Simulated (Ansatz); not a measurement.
## Equation of state of AlN from a dense series

```yaml
crystal:
  lattice:
    - [3.11100, 0.00000, 0.00000]
    - [-1.55550, 2.69421, 0.00000]
    - [0.00000, 0.00000, 4.97800]
  atoms:
    - { symbol: Al, position: [0.33333, 0.66667, 0.00000] }
    - { symbol: Al, position: [0.66667, 0.33333, 0.50000] }
    - { symbol: N, position: [0.33333, 0.66667, 0.38500] }
    - { symbol: N, position: [0.66667, 0.33333, 0.88500] }
```

Atom numbers follow the list: Al1, Al2, N3, N4.

Conventional cell: a = 3.111 Å, b = 3.111 Å, c = 4.978 Å, α = 90.00°, β = 90.00°, γ = 120.00°. Al (atom 1) has 4 N at 1.89 to 1.92 Å as nearest neighbours. Around N (atom 3) lie 4 Al at 1.89 to 1.92 Å.

The cell is COD entry 9008860, as deposited and not checked against the literature; nothing was relaxed.

The calculation used DFT, PBEsol, all-electron LAPW, scalar-relativistic (Ansatz 0.2.0).

The runs use a Γ-centred 11×11×6 k mesh, Fermi–Dirac smearing of 0.02 eV, basis error target 1 meV/atom, no spin polarisation.

The cell is scaled evenly. Fractional coordinates are held (clamped ions).

```json
{"V (Å³/atom)": "9.805", "P (GPa)": "14.56"}
{"V (Å³/atom)": "10.014", "P (GPa)": "9.38"}
{"V (Å³/atom)": "10.222", "P (GPa)": "4.68"}
{"V (Å³/atom)": "10.327", "P (GPa)": "2.50"}
{"V (Å³/atom)": "10.431", "P (GPa)": "0.42"}
{"V (Å³/atom)": "10.535", "P (GPa)": "-1.56"}
{"V (Å³/atom)": "10.640", "P (GPa)": "-3.44"}
{"V (Å³/atom)": "10.848", "P (GPa)": "-6.94"}
```

Problem. Fit a third-order Birch–Murnaghan curve to the pressures.

Solution. P = (3B0/2)(y^(7/2) − y^(5/2))[1 + (3/4)(B0′ − 4)(y − 1)] with y = (V0/V)^(2/3) fits within 0.01 GPa for V0 = 10.453 Å³/atom, B0 = 201.0 GPa and B0′ = 3.90.

Problem. Predict the pressure at the withheld volume, 11.057 Å³/atom.

Solution. There y = 0.9632, so the fit gives -10.12 GPa; the run gave -10.12 GPa.
